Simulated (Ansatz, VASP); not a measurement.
# One calculation of Se, two programs

```
Se
1.0
     4.14118    0.00000    0.00000
    -2.07059    3.58636    0.00000
     0.00000    0.00000    4.81660
Se
3
Cartesian
  1.0243 0.0000 1.6055
  -0.5121 0.8871 3.2111
  1.5584 2.6993 0.0000
```

Alike in both runs: task single point; functional PBE; dispersion D3(BJ); k mesh 12 × 12 × 8; occupations gaussian, width 0.05 eV; no spin polarisation.

|  | VASP | Ansatz |
| --- | --- | --- |
| version | VASP 6.6.1 | Ansatz 0.2.0 |
| potentials or method | VASP PAW PBE potentials, release 64 (Se) | scalar-relativistic, plane waves, PAW |
| plane-wave cutoff (eV) | 520 | 420 |
| valence electrons in the cell | 18 | 48 |

|  | VASP | Ansatz | Ansatz less VASP |
| --- | --- | --- | --- |
| gap on the k mesh at the Fermi level (eV) | 0.51 | 0.51 | 0.000 |
| least direct gap on the mesh (eV) | 1.20 | 1.21 | +0.010 |
| pressure (GPa) | 3.7 | 3.6 | -0.15 |
| largest component of the traceless stress (GPa) | 2.77 | 2.73 | -0.043 |
| rms of the force components (eV/Å) | 0.190 | 0.172 | -0.0172 |

Atom by atom the forces differ by 0.017 eV/Å (rms over components). The two sets of potentials don't hold the same shells in valence.

A k mesh can miss the band edges.
